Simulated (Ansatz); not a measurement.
An Ansatz input:

```yaml
crystal:
  lattice:
    - [0.0, 3.0730788139, 3.0730788139]
    - [3.0730788139, 0.0, 3.0730788139]
    - [3.0730788139, 3.0730788139, 0.0]
  atoms:
    - { symbol: Se, position: [0.125, 0.125, 0.125] }
    - { symbol: Se, position: [0.875, 0.875, 0.875] }
hamiltonian:
  xc: rpbe
  pseudopotentials:
    kind: paw
    azcp:
      Se: "pseudopotentials/Se.paw.azcp"
basis:
  ecutwfc: 420
  fft_grid_basis: typed
kpoints:
  mp_grid: { grid: [10, 10, 10], shift: [0, 0, 0] }
magnetization:
  spin_polarized: false
scf:
  occupations: { method: fermi_dirac, width: 0.1 }
  lower_state_search: "off"
output:
  stress: true
  write_density: true
  write_potential: true
  elf: true
  volumetric_format: npy
```

Output

```
Engine: ansatz 0.2.0, aarch64-unknown-linux-gnu
Pseudopotentials: kind: paw
Pseudopotential: Se, paw, valence charge 16, recommended cutoff 420 eV (normal) 
Functional definition: RPBE
  parameter kappa = 0.804
  parameter beta = 0.06672455060314922
  exchange = rpbe_x(kappa = kappa, mu = beta*pi^2/3)
  correlation = pbe_c(beta = beta)
Crystal: 2 atoms, lattice volume = 58.043 Å³
Basis set: ecut = 420 eV, 1139 PW (Γ)
Bands: 20, of which v1, the nominal top of the filled ones, is band 16 counted from 1 (15 counted from 0)
Symmetry: 48 space group operations
Space group: Fd-3m (ITA 227), of the structure as read, at distance tolerance 3.9e-5 Å
k-points: 47 of 1000
Non-local potential: Se, projectors of the file, l = 0: 2, l = 1: 2, l = 2: 3, l = 3: 1
PAW form: soft (Blöchl's): semilocal exchange-correlation on the pseudo side does not see the compensation charge
PAW frozen core: Se, regenerated for the run's functional, and the local potential with it (the file was generated under x = pbe(κ = 0.804, μ = 0.2195149727645171), c = pbe(β = 0.06672455060314922))
PAW one-centre angular grid: Se, 590 points (default); XC on 64 Gauss nodes
Initial density: superposition of atomic densities (neutral atoms: chi_scale 0, normalization atom), corrected by the library's trained network
Initial wavefunctions: pseudopotential atomic-orbital guess
Functional: x = rpbe, c = pbe(β = 0.06672455060314922)
SCF iter   1: F=—  HF=-10949.132456 eV  |F-HF|=—  |Δ(HF+E_count)|=         —  Δρ=1.80e-3  dr2=9.07e-4  ethr=1.77e-3  ⟨swp⟩=5.3  Hψ=4291  notcnv=0
SCF iter   2: F=—  HF=-10949.133406 eV  |F-HF|=—  |Δ(HF+E_count)|=   9.49e-4  Δρ=3.19e-4  dr2=7.57e-5  ethr=2.83e-6  ⟨swp⟩=2.0  Hψ=2084  notcnv=0
SCF iter   3: F=—  HF=-10949.133416 eV  |F-HF|=—  |Δ(HF+E_count)|=   1.04e-5  Δρ=1.54e-4  dr2=3.24e-5  ethr=2.37e-7  ⟨swp⟩=2.0  Hψ=1711  notcnv=0
SCF iter   4: F=—  HF=-10949.133416 eV  |F-HF|=—  |Δ(HF+E_count)|=   3.39e-7  Δρ=7.23e-5  dr2=4.55e-6  ethr=1.01e-7  ⟨swp⟩=2.0  Hψ=1709  notcnv=0
SCF iter   5: F=—  HF=-10949.133420 eV  |F-HF|=—  |Δ(HF+E_count)|=   4.02e-6  Δρ=1.46e-5  dr2=1.97e-7  ethr=1.42e-8  ⟨swp⟩=2.1  Hψ=1292  notcnv=0
SCF iter   6: F=-10949.133420 eV  HF=-10949.133420 eV  |F-HF|=1.51e-10  |Δ(HF+E_count)|=   8.39e-8  Δρ=1.81e-6  dr2=2.30e-9  ethr=3.13e-10  ⟨swp⟩=8.8  Hψ=6670  notcnv=0
SCF 1 converged in 6 iterations: F = -10949.133420 eV  dr2 = 2.30e-9
SCF converged after 6 iterations
Free energy (F): -10949.133420 eV
Harris-Foulkes:  -10949.133420 eV  (|F-HF|=1.51e-10)
Internal energy: -10949.078516 eV  (E = F + TS)
E sigma→0 (E₀):  -10949.105968 eV
Entropy (-TS):   -0.054904 eV (-27.452 meV/atom)
Fermi energy:    6.896952 eV
--- Per-component energies (eV) ---
  E_band       = -832.664194
  E_kinetic    = 233.715499
  E_local      = -5315.572617  (includes V_loc(G=0)·N_el)
  E_nonlocal   = -1191.911015
  E_hartree    = 2597.939164
  E_xc         = -207.245656
  E_vxc        = -194.002146  (∫ρ·V_xc dr)
  E_paw        = -3834.588846  (= ΣΔE_a)
  E_vpaw       = 439.232153  (= ΣTr[D̂ρ^β])
  E_aug_tail   = -0.001196  (compensation charges beyond the density's cutoff)
  E_ewald      = -3230.864651
  E_core_change = -0.549198  (= ΣΔE_core)
  E_smearing   = -0.054904  (= −TS)
  E_closure    = 0.000000  (closes the sum)
  Σ components = -10949.133420   (vs F -10949.133420, Δ=0.00e0)
--- Stress (GPa, compression-positive) ---
        5.726133       0.000000       0.000000
        0.000000       5.726133       0.000000
        0.000000       0.000000       5.726133
  P = ⅓ Tr σ = 5.7261 GPa (57.261 kbar)
--- Band table (eV; the first three rows and the last of 47) ---
  k-point 0: bands = ["-41.7513", "-41.7513", "-41.7513", "-41.7447", "-41.7447", "-41.7280", "-41.7280", "-41.7244", "-41.7244", "-41.7244", "-8.9522", "-3.0635", "3.1665", "3.1665", "3.1665", "6.0079", "6.0079", "6.0079", "11.5708", "14.4917"]
  k-point 1: bands = ["-41.7516", "-41.7516", "-41.7510", "-41.7443", "-41.7443", "-41.7285", "-41.7285", "-41.7246", "-41.7239", "-41.7239", "-8.8792", "-3.2729", "3.0659", "3.0659", "3.1414", "6.1591", "6.1591", "6.1660", "11.9117", "14.2125"]
  k-point 2: bands = ["-41.7523", "-41.7523", "-41.7503", "-41.7433", "-41.7433", "-41.7296", "-41.7296", "-41.7253", "-41.7231", "-41.7231", "-8.6686", "-3.8094", "2.8410", "2.8410", "3.0144", "6.5071", "6.5071", "6.7038", "12.6930", "13.9081"]
  k-point 46: bands = ["-41.7553", "-41.7553", "-41.7403", "-41.7403", "-41.7364", "-41.7364", "-41.7339", "-41.7339", "-41.7200", "-41.7200", "-6.6847", "-6.6847", "1.3281", "1.3281", "5.6618", "5.6618", "8.5694", "8.5694", "13.0620", "13.0620"]
```
